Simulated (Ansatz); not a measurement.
Consider the following.

Ti3SiC2:
```cif
data_C4Si2Ti6
_chemical_formula_sum 'Ti6 Si2 C4'
_space_group_name_H-M_alt 'P 1'
_space_group_IT_number 1
_cell_length_a 3.04181
_cell_length_b 3.04181
_cell_length_c 17.58251
_cell_angle_alpha 90.000
_cell_angle_beta 90.000
_cell_angle_gamma 120.000
loop_
_space_group_symop_operation_xyz
  'x, y, z'
loop_
_atom_site_label
_atom_site_type_symbol
_atom_site_fract_x
_atom_site_fract_y
_atom_site_fract_z
_atom_site_occupancy
Ti1 Ti 0.66667 0.33333 0.36507 1
Ti2 Ti 0.33333 0.66667 0.63493 1
Ti3 Ti 0.33333 0.66667 0.86507 1
Ti4 Ti 0.66667 0.33333 0.13493 1
Ti5 Ti 0.00000 0.00000 0.50000 1
Ti6 Ti 0.00000 0.00000 0.00000 1
Si1 Si 0.00000 0.00000 0.75000 1
Si2 Si 0.00000 0.00000 0.25000 1
C1 C 0.33333 0.66667 0.42784 1
C2 C 0.66667 0.33333 0.57216 1
C3 C 0.66667 0.33333 0.92784 1
C4 C 0.33333 0.66667 0.07216 1
```

This is the PBEsol-relaxed structure.

Problem. All from DFT-PBEsol in the program Ansatz with PAW potentials, unless another level is named. Give the Young's modulus.

Solution. 360 GPa.

Problem. What about the highest zone-centre frequency?

Solution. 685 cm⁻¹.

Space group P6_3/mmc. Symmetry was held in the PBEsol relaxation; of distortions, only those at the zone centre were tested. No spin polarisation was allowed. As this level gives no gap, phonon frequencies hold no LO–TO term and depend on the k-mesh and smearing (Fermi–Dirac, 0.1 eV here).

Potentials: the later of the program's two PAW sets.
